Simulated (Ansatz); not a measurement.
A relaxed cell of ZnSe is given with its symmetry left out. The cell was found from a structure generator's guess, not taken from experiment.

Method: DFT PBE, scalar-relativistic, plane waves, PAW in Ansatz. Cutoff 420 eV, Γ-centred mesh, Gaussian smearing, no spin polarisation.

```yaml
crystal:
  lattice:
    - [3.82492, 0.00000, 0.00000]
    - [-1.91246, 3.31248, 0.00000]
    - [0.00000, 0.00000, 10.77911]
  atoms:
    - { symbol: Zn, position: [0.66667, 0.33333, 0.21888] }
    - { symbol: Zn, position: [0.66667, 0.33333, 0.78112] }
    - { symbol: Zn, position: [0.33333, 0.66667, 0.50000] }
    - { symbol: Se, position: [0.00000, 0.00000, 0.33318] }
    - { symbol: Se, position: [0.00000, 0.00000, 0.66682] }
    - { symbol: Se, position: [0.66667, 0.33333, 0.00000] }
```

Energies over the elements count from the elements' standard structures at the same level, with no fitted energy shifts.

Problem. What space group does it have?

Solution. P-6m2 (No. 187). Conventional cell: a = 3.825 Å, c = 10.779 Å. Around Zn on a site of symmetry 3m lie 1 Se at 2.36 Å and 3 Se at 2.53 Å; Zn on a site of symmetry -6m2 is surrounded by 6 Se at 2.85 Å; Se on a site of symmetry 3m has 3 Zn at 2.53 Å and 3 Zn at 2.85 Å; Se on a site of symmetry -6m2 has 2 Zn at 2.36 Å.

Problem. What is its formation energy per atom?

Solution. −0.21 eV/atom.

Problem. Is it a metal?

Solution. Yes, bands cross the Fermi level on the 12×12×4 mesh.

The last run used a 12×12×4 mesh (in the run's order of axes) for its 6-atom cell and Gaussian smearing of 0.10 eV. The cell is a metal run without spin; a magnetic state may lie lower. The reference form of Se is held partly by dispersion forces, which this level lacks. A structure relaxed within its symmetry needn't be a true minimum. Another cell of ZnSe relaxed alike, in F-43m (a cell as deposited in COD), lies 0.50 eV/atom lower, so this cell isn't the stable form at this level.
